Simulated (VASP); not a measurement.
**VASP 6.6.1 run: SrO**

INCAR

```
LWAVE = .FALSE.
NSW = 0
ALGO = Normal
ISIF = 2
PREC = Accurate
ISMEAR = 0
LASPH = .TRUE.
LREAL = .FALSE.
EDIFF = 1E-7
LCHARG = .FALSE.
IBRION = -1
NBANDS = 15
SIGMA = 0.01
ENCUT = 520
NELM = 5
METAGGA = R2SCAN
```

KPOINTS

```
KPOINTS created by Atomic Simulation Environment
0
Gamma
8 8 8
0 0 0
```

POSCAR

```
Sr O
 1.0000000000000000
     0.0000000000000000    2.6830880188999999    2.6830880188999999
     2.6830880188999999    0.0000000000000000    2.6830880188999999
     2.6830880188999999    2.6830880188999999    0.0000000000000000
 Sr  O
   1   1
Cartesian
  0.0000000000000000  0.0000000000000000  0.0000000000000000
  2.6830880188999999  2.6830880188999999  2.6830880188999999
```

The recommended PBE PAW datasets give the neutral cell 16 valence electrons.

Command

```
mpirun -np 1 vasp_std
```

OSZICAR

```
N       E                     dE             d eps       ncg     rms          rms(c)
DAV:   1     0.479947763752E+02    0.47995E+02   -0.84236E+03   870   0.105E+03
DAV:   2    -0.309860538633E+02   -0.78981E+02   -0.71965E+02  1207   0.218E+02
DAV:   3    -0.345118203156E+02   -0.35258E+01   -0.34990E+01  1188   0.414E+01
DAV:   4    -0.345818931567E+02   -0.70073E-01   -0.70065E-01  1035   0.567E+00
DAV:   5    -0.345835217394E+02   -0.16286E-02   -0.16286E-02  1120   0.661E-01
   1 F= -.34583522E+02 E0= -.34583522E+02  d E =-.802175-108
```

Standard output (part)

```
POSCAR found type information on POSCAR SrO
 POSCAR found :  2 types and       2 ions
 LDA part: xc-table for (None), standard interpolation
 POSCAR, INCAR and KPOINTS ok, starting setup
 WAVECAR not read
 entering main loop
|     The electronic self-consistency was not achieved in the given           |
|     number of steps (NELM). The forces and other quantities evaluated       |
|     might not be reliable so examine the results carefully. If you find     |
|     spurious results, we suggest increasing NELM, if you were close to      |
|     convergence or switching to a different ALGO or adjusting the           |
|     density mixing parameters otherwise.                                    |
```

It didn't converge.

The fault: too few electronic steps.

The run took about 19 s on one core of a shared host (Intel Xeon Platinum 8488C) and held 0.15 GiB at most.
